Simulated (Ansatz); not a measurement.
A 5-atom cell of KMgF₃ started from a crystallographic database, relaxed with r2SCAN in Ansatz 0.2.0. It is cubic, Pm-3m (No. 221); a = 3.980 Å in the conventional setting, 12.61 Å³ an atom. K has 12 F at 2.81 Å; Mg has 6 F at 1.99 Å; F has 2 Mg at 1.99 Å and 4 K at 2.81 Å.

The axes x, y and z are those of this cell:
```yaml
crystal:
  lattice:
    - [3.98024, 0.00000, 0.00000]
    - [0.00000, 3.98024, 0.00000]
    - [0.00000, 0.00000, 3.98024]
  atoms:
    - { symbol: K, position: [0.50000, 0.50000, 0.50000] }
    - { symbol: Mg, position: [0.00000, 0.00000, 0.00000] }
    - { symbol: F, position: [0.50000, 0.00000, 0.00000] }
    - { symbol: F, position: [0.00000, 0.50000, 0.00000] }
    - { symbol: F, position: [0.00000, 0.00000, 0.50000] }
```

Unstrained: The PBE gap is indirect, 7.367 eV (R to Γ), below the direct gap of 7.688 eV at Γ. With r2SCAN the valence top lies at R and the conduction bottom at Γ, 8.303 eV higher; the smallest vertical gap, at Γ, is 8.617 eV. The HSE06 gap is indirect, 9.611 eV (R to Γ), below the direct gap of 9.914 eV at Γ. Meshes: PBE 6×6×6, r2SCAN 6×6×6, HSE06 4×4×4. Strains are changes of length per length. After each strain the atoms were relaxed again with r2SCAN in this cell and within any symmetry left, so distortions that break it or need a larger cell weren't tested; points keep the names that they have in the unstrained zone. The values are computed, spin-unpolarised, and not measurements.

Q: One strain changed the r2SCAN stress by xx -7.96, yy -7.96, zz -7.96 GPa (compression positive) and the gap by -0.978 eV (PBE), -1.011 eV (r2SCAN), -1.040 eV (HSE06). Which kind of strain was it, and roughly how large?

A: Isotropic +4.74 % on every length. The pattern of the stress gives the kind; the size needs the stiffness, so it is an estimate.

Q: Estimate what epitaxial +4.46 % in the xy plane, free normal strain -2.23 % does to the gap.

A: PBE: the gap goes from 7.367 to 6.876 eV (-0.491 eV). r2SCAN: the gap goes from 8.303 to 7.794 eV (-0.509 eV). HSE06: the gap goes from 9.611 to 9.092 eV (-0.519 eV). The r2SCAN energy rises by 22.5 meV an atom.

Q: One strain changed the r2SCAN stress by xx -0.76, yy -0.76, zz -2.55 GPa (compression positive) and the gap by -0.151 eV (PBE), -0.156 eV (r2SCAN), -0.158 eV (HSE06). Which kind of strain was it, and roughly how large?

A: Uniaxial +1.88 % along z, other directions held. The pattern of the stress gives the kind; the size needs the stiffness, so it is an estimate.

The meshes of the hybrids are coarse, so their gaps aren't converged to the digits shown.
